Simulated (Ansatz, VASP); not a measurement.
## Two plane-wave programs on GaN

```
CELL_PARAMETERS angstrom
3.10050 0.00000 0.00000
-1.55025 2.68511 0.00000
0.00000 0.00000 5.16600
ATOMIC_POSITIONS crystal
Ga 0.33333 0.66667 0.00000
Ga 0.66667 0.33333 0.50000
N 0.33333 0.66667 0.37500
N 0.66667 0.33333 0.87500
```

Change from the starting cell: strain -0.025 along x and y, +0.000 along z, atoms carried along.

Alike in both runs: task single point; functional PBE; k mesh 12 × 12 × 6; occupations gaussian, width 0.05 eV; no spin polarisation.

|  | VASP | Ansatz |
| --- | --- | --- |
| version | VASP 6.6.1 | Ansatz 0.2.0 |
| potentials or method | VASP PAW PBE potentials, release 64 (Ga_d, N) | scalar-relativistic, plane waves, PAW |
| plane-wave cutoff (eV) | 520 | 420 |
| valence electrons in the cell | 36 | 36 |

|  | VASP | Ansatz | Ansatz less VASP |
| --- | --- | --- | --- |
| gap on the k mesh at the Fermi level (eV) | 2.23 | 2.22 | -0.012 |
| least direct gap on the mesh (eV) | 2.23 | 2.22 | -0.012 |
| pressure (GPa) | 18.8 | 18.9 | +0.04 |
| largest component of the traceless stress (GPa) | 6.02 | 6.05 | +0.035 |
| rms of the force components (eV/Å) | 0.117 | 0.120 | +0.0031 |

Atom by atom the forces differ by 0.003 eV/Å (rms over components). With one functional, cell and mesh, what is left measures potentials, basis and numerics.

Caveats: so large a pressure means that the cell lies far from this level's equilibrium, or that cutoff or potentials fall short (VASP).
